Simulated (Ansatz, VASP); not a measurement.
**Two plane-wave programs on SiC**

INCAR

```
SYSTEM = SiC
PREC = Accurate
ENCUT = 520
EDIFF = 1E-7
ISMEAR = 0
SIGMA = 0.02
LREAL = .FALSE.
LASPH = .TRUE.
NELM = 60
ALGO = Normal
ISIF = 2
LWAVE = .FALSE.
LCHARG = .FALSE.
GGA = PE
NBANDS = 11
```

KPOINTS

```
regular mesh
0
G
  10 10 10
  0 0 0
```

File POSCAR:

```
SiC
1.0
    0.0000000000      2.1676392630      2.1676392630
    2.1676392630      0.0000000000      2.1676392630
    2.1676392630      2.1676392630      0.0000000000
Si C
1 1
Direct
    0.7500000000      0.7500000000      0.7500000000
    0.0000000000      0.0000000000      0.0000000000
```

Input for Ansatz:

```yaml
crystal:
  lattice:
    - [0.0, 2.167639263, 2.167639263]
    - [2.167639263, 0.0, 2.167639263]
    - [2.167639263, 2.167639263, 0.0]
  atoms:
    - { symbol: Si, position: [0.75, 0.75, 0.75] }
    - { symbol: C, position: [0.0, 0.0, 0.0] }
basis:
  ecutwfc: 420
kpoints:
  mp_grid: { grid: [10, 10, 10] }
hamiltonian:
  xc: pbe
scf:
  occupations: { method: gaussian, width: 0.02 }
output:
  forces: true
  stress: true
  eigenvalues: true
```

Alike in both runs: task single point; functional PBE; k mesh 10 × 10 × 10; occupations gaussian, width 0.02 eV; no spin polarisation.

|  | VASP | Ansatz |
| --- | --- | --- |
| version | VASP 6.6.1 | Ansatz 0.2.0 |
| potentials or method | VASP PAW PBE potentials, release 64 (Si, C) | scalar-relativistic, plane waves, PAW |
| plane-wave cutoff (eV) | 520 | 420 |
| valence electrons in the cell | 8 | 8 |

Ansatz gave:

```
gap on the k mesh at the Fermi level (eV) : 1.35
least direct gap on the mesh (eV)         : 4.56
pressure (GPa)                            : 6.9
```

Task: What did VASP give for the same quantities?

Result: gap on the k mesh at the Fermi level (eV): 1.34; least direct gap on the mesh (eV): 4.56; pressure (GPa): 6.8.

The functional is the same, so the differences come from potentials, cutoffs and numerics.

A k mesh can miss the band edges. PBE gaps usually lie below the measured ones, often by a third to a half.
